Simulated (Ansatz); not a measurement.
# GaSb: elastic constants with LDA

**What was measured.**

From a printed reference work, data compilation, for a bulk crystal of GaSb at 4.2 K: band gap 0.811 eV (direct).

The system is GaSb.

```xyz
2
Lattice="0.0000 3.0590 3.0590 3.0590 0.0000 3.0590 3.0590 3.0590 0.0000" Properties=species:S:1:pos:R:3 pbc="T T T"
Sb    4.5885    4.5885    4.5885
Ga    0.0000    0.0000    0.0000
```

```json
{
  "Program": "Ansatz 0.2.0",
  "Task": "elastic constants",
  "Functional": "LDA",
  "Potentials or basis": "Ansatz PAW",
  "Cutoff": "420 eV (not typed: the program's choice for these potentials)",
  "k mesh": "6 × 6 × 6",
  "Occupations": "fermi-dirac, width 0.05 eV",
  "Spin": "no spin polarisation",
  "Atoms under strain": "relaxed"
}
```

The pressure is -1.6 GPa and the band gap on the k mesh is none (metal or under the smearing width). The elastic constants C11, C12, C44 are 76, 33, 36 GPa and the voigt bulk modulus is 47 GPa.

Levels at points of the mesh, in eV from the Fermi level:
```
             k point  band 12  band 13  band 14  band 15  band 16  band 17
  (0.00, 0.00, 0.00)    -0.21    -0.03    -0.03    -0.03     2.74     2.74
 (0.00, 0.00, -0.50)    -6.44    -1.18    -1.18     0.24     3.71     3.71
(0.00, -0.50, -0.50)    -6.88    -2.60    -2.60     0.80     1.13     8.59
```

Elastic tensor in Voigt notation (GPa, in the Cartesian axes of the cell as first typed):
```
76 33 33  0  0  0
33 76 33  0  0  0
33 33 76  0  0  0
 0  0  0 36  0  0
 0  0  0  0 36  0
 0  0  0  0  0 36
```

Run time: 18 s on 2 threads of Intel(R) Xeon(R) Processor @ 2.70GHz (shared host), peak memory 0.42 GiB.

A measured gap of GaSb is 0.811 eV (direct; 4.2 K; a printed reference work, data compilation); the calculated 0.00 eV misses it by -0.81 eV. Spin-orbit coupling on Ga, Sb is left out. The value is that of LDA on a finite k mesh, which can miss the band edges, without temperature or zero-point motion. Semilocal functionals fall short of measured gaps as a rule.

Caveat: elastic constants of metals need much finer meshes, so these are rough; the PAW data sets come from PBE, with cores solved anew for the run's functional, which leaves a small shift of forces and pressure; this crystal is a semiconductor, whose small gap the functional closes, so the metal is an error of the method. Spin-orbit coupling is left out, which matters for the levels of Sb.
